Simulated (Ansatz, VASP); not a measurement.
# One calculation of I, two programs

The input POSCAR:

```
I
1.0
    6.6507048369      0.0000000000      0.0000000000
   -3.3253524184      5.7596793418      0.0000000000
    0.0000000000      0.0000000000      4.0771712261
I
3
Direct
    0.0000000000      0.0000000000      0.0000000000
    0.3333333333      0.6666666667      0.5000000000
    0.6666666667      0.3333333333      0.5000000000
```

Contents of INCAR.step1:

```
PREC     = Accurate       # precision mode
ENCUT    = 520            # plane-wave cutoff, eV
ISMEAR   = 0              # smearing method
SIGMA    = 0.1            # smearing width, eV
LREAL    = F              # projectors in reciprocal space
LASPH    = T              # aspherical terms in the spheres
NELM     = 100            # most SCF steps
NBANDS   = 18             # bands
GGA      = PE             # functional
ALGO     = Normal         # electronic algorithm
EDIFF    = 1E-4           # SCF threshold, eV
LWAVE    = T              # write WAVECAR
LCHARG   = F              # write CHGCAR
```

INCAR.step2

```
PREC     = Accurate       # precision mode
ENCUT    = 520            # plane-wave cutoff, eV
EDIFF    = 1E-7           # SCF threshold, eV
ISMEAR   = 0              # smearing method
SIGMA    = 0.1            # smearing width, eV
LREAL    = F              # projectors in reciprocal space
LASPH    = T              # aspherical terms in the spheres
NELM     = 100            # most SCF steps
ALGO     = Normal         # electronic algorithm
ISIF     = 2              # what is computed and relaxed
LWAVE    = F              # write WAVECAR
LCHARG   = T              # write CHGCAR
METAGGA  = R2SCAN         # meta-GGA
LMIXTAU  = T            
LELF     = T              # ELF
LVHAR    = T            
NBANDS   = 18             # bands
ISTART   = 1
```

KPOINTS

```
Automatic mesh
0
Gamma
  3 3 4
```

Input for Ansatz:

```yaml
crystal:
  lattice:
    - [6.6507048369, 0.0, 0.0]
    - [-3.3253524184, 5.7596793418, 0.0]
    - [0.0, 0.0, 4.0771712261]
  atoms:
    - { symbol: I, position: [0.0, 0.0, 0.0] }
    - { symbol: I, position: [0.3333333333, 0.6666666667, 0.5] }
    - { symbol: I, position: [0.6666666667, 0.3333333333, 0.5] }
basis:
  ecutwfc: 500
kpoints:
  mp_grid: { grid: [3, 3, 4] }
hamiltonian:
  xc: r2scan
scf:
  occupations: { method: gaussian, width: 0.1 }
  lower_state_search: "off"
output:
  forces: true
  stress: true
  eigenvalues: true
```

Alike in both runs: task single point; functional r2SCAN; k mesh 3 × 3 × 4; occupations gaussian, width 0.1 eV; no spin polarisation.

|  | VASP | Ansatz |
| --- | --- | --- |
| version | VASP 6.6.1 | Ansatz 0.2.0 |
| potentials or method | VASP PAW PBE potentials, release 64 (I) | scalar-relativistic, plane waves, PAW |
| plane-wave cutoff (eV) | 520 | 500 |
| valence electrons in the cell | 21 | 51 |

```csv
,VASP,Ansatz,Ansatz less VASP
gap on the k mesh at the Fermi level (eV),none,none,-
pressure (GPa),-3.5,-3.5,+0.01
largest component of the traceless stress (GPa),0.81,0.81,-0.001
```

A gap of «none» marks a metal or a gap that the smearing closes. The two sets of potentials don't hold the same shells in valence.

Caveats: the k mesh is coarse (spacing up to 0.39 Å⁻¹), so the values aren't converged; the PAW data sets were made with another functional, which shifts forces and pressure a little (VASP); an odd number of electrons without spin polarisation forces a metal; a magnetic or distorted state may lie lower. The runs have no spin-orbit coupling, so splittings on I are missing.
